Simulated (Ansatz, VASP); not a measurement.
One calculation of Hf3B4, two programs

```xyz
7
Lattice="-2.2097 2.2097 6.1879 2.2097 -2.2097 6.1879 2.2097 2.2097 -6.1879" Properties=species:S:1:pos:R:3 pbc="T T T"
Hf    0.0000    0.0000    0.0000
Hf    0.0000    2.2097    3.0939
Hf    2.2097    0.0000    3.0939
B     2.2097    0.0000    0.8106
B     0.0000    2.2097    0.8106
B     0.0000    2.2097    5.3773
B     2.2097    0.0000    5.3773
```

Alike in both runs: functional PBE; k mesh 6 × 6 × 6; occupations gaussian, width 0.2 eV; no spin polarisation.

Ansatz relaxed the structure, and its values are those at the end. VASP's run is a single point on that final structure, the one shown.

|  | VASP | Ansatz |
| --- | --- | --- |
| version | VASP 6.6.1 | Ansatz 0.2.0 |
| potentials or method | VASP PAW PBE potentials, release 64 (Hf_pv, B) | scalar-relativistic, plane waves, PAW |
| plane-wave cutoff (eV) | 520 | 420 |
| valence electrons in the cell | 42 | 90 |

Ansatz gave:

```
gap on the k mesh at the Fermi level (eV) : none
pressure (GPa)                            : 0.1
```

**Question.** Which values does VASP return?

**Answer.** gap on the k mesh at the Fermi level (eV): none; pressure (GPa): 0.2.

A gap of «none» marks a metal or a gap that the smearing closes. The functional is the same, so the differences come from potentials, cutoffs and numerics. The two sets of potentials don't hold the same shells in valence.

Spin-orbit coupling is left out, which matters for the levels of Hf.
